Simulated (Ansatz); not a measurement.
CoPtO2: band structure with LDA

The system is CoPtO2.

```
Pt Co O
1.0
     1.41227    0.81537    5.93939
    -1.41227    0.81537    5.93939
     0.00000   -1.63075    5.93939
Pt Co O
1 1 2
Direct
  0.00000 0.00000 0.00000
  0.50000 0.50000 0.50000
  0.11224 0.11224 0.11224
  0.88776 0.88776 0.88776
```

The cell is a database's computed one.

- Program: Ansatz 0.2.0
- Task: band structure
- Functional: LDA
- Potentials or basis: all-electron LAPW, scalar-relativistic
- Cutoff: 427 eV (chosen from the basis error)
- Basis error allowed: 0.002 eV/atom
- k mesh: 11 × 11 × 11
- Occupations: fermi-dirac, width 0.05 eV
- Spin: collinear spin, ferromagnetic start
- Starting moments: [0.0, 2.0, 0.0, 0.0] μB

```json
{"Pressure": "-12.2 GPa", "Largest force": "0.094 eV/Å", "Band gap along the path": "none (metal or under the smearing width)", "Net moment": "0.00 μB per cell", "Absolute moment": "0.00 μB per cell"}
```

Forces on the atoms (eV/Å):
```
Pt   0.000  0.000  0.000
Co   0.000  0.000  0.000
O    0.000  0.000  0.094
O    0.000  0.000 -0.094
```

Stress tensor (GPa, compression positive):
```
-10.82   0.00   0.00
  0.00 -10.82   0.00
  0.00   0.00 -15.05
```

Levels at the corners of the path, in eV from the Fermi level:
Spin up:
```
point  band 37  band 38  band 39  band 40  band 41  band 42  band 43  band 44
    Γ    -1.89    -1.89    -1.62    -1.62    -1.46     1.81     1.81     2.73
    L    -1.44    -1.15    -0.90     0.02     0.97     1.23     1.26     2.39
   B1    -2.38    -1.45    -1.27    -0.88     0.45     0.98     1.53     6.95
```
Spin down:
| point | band 38 | band 39 | band 40 | band 41 | band 42 | band 43 |
| --- | --- | --- | --- | --- | --- | --- |
| Γ | -1.89 | -1.62 | -1.62 | -1.46 | 1.81 | 1.81 |
| L | -1.15 | -0.90 | 0.02 | 0.97 | 1.23 | 1.26 |
| B1 | -1.45 | -1.27 | -0.88 | 0.45 | 0.98 | 1.53 |

Run time: 100 s on 4 threads of Arm Neoverse V2, with other jobs on the host, peak memory 1.9 GiB.

Caveat: the starting moments collapsed, and a magnetic state may lie lower; spin-orbit coupling is left out, which moves the levels of the heavy elements; semilocal functionals often make such compounds metallic where correlation or magnetic order opens a gap, which also shifts bond lengths; the starting moments weren't kept.
